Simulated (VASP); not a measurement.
A run of VASP 6.6.1 is set up as follows.

Contents of INCAR:

```
SYSTEM = NiO
PREC     = Accurate       ! precision mode
ENCUT    = 600            ! plane-wave cutoff, eV
EDIFF    = 1E-7           ! SCF threshold, eV
ISMEAR   = -1             ! smearing method
SIGMA    = 0.05           ! smearing width, eV
LREAL    = .False.        ! projectors in reciprocal space
LASPH    = .True.         ! aspherical terms in the spheres
NELM     = 100            ! most SCF steps
ALGO     = Normal         ! electronic algorithm
ISIF     = 3              ! what is computed and relaxed
LWAVE    = .False.        ! write WAVECAR
LCHARG   = .False.        ! write CHGCAR
ISPIN    = 2              ! spin polarisation
MAGMOM   = 1 0            ! initial moments
LORBIT   = 11             ! projections on sites
LMAXMIX  = 4              ! l up to which the mixer works
GGA      = PE             ! functional
IVDW     = 12             ! dispersion correction
IBRION   = 2              ! ionic algorithm
NSW      = 40             ! ionic steps
EDIFFG   = -0.01          ! ionic threshold
```

KPOINTS

```
regular mesh
0
Gamma
  10 10 10
  0 0 0
```

POSCAR

```
NiO
1.0
    0.0000000000      2.0859016414      2.0859016414
    2.0859016414      0.0000000000      2.0859016414
    2.0859016414      2.0859016414      0.0000000000
Ni O
1 1
Direct
    0.0000000000      0.0000000000      0.0000000000
    0.5000000000      0.5000000000      0.5000000000
```

Potentials or basis: VASP PAW PBE potentials, release 64 (Ni, O).

Launch:

```sh
$ cat potpaw_PBE.64/Ni/POTCAR potpaw_PBE.64/O/POTCAR > POTCAR
$ mpirun -np 1 vasp_std > vasp.out
```

Task: Estimate the relaxed volume.

Result: 9.16 Å³/atom.

Task: What does it give for the site moments?

Result: Ni +1.41; O +0.26 μB.

The path:
```
step  energy change (eV)  largest force (eV/Å)  pressure (GPa)  volume (Å³)
   1              0.0000                0.0000            1.67        18.15
   2             -0.0006                0.0000           -0.92        18.40
   3             -0.0008                0.0000            0.00        18.31
```

Caveat: a cell with one magnetic atom can't hold antiferromagnetic order, which such compounds often take; pairwise dispersion overbinds metals, which lowers pressure and volume. Zero-point motion and thermal expansion aren't in these numbers.
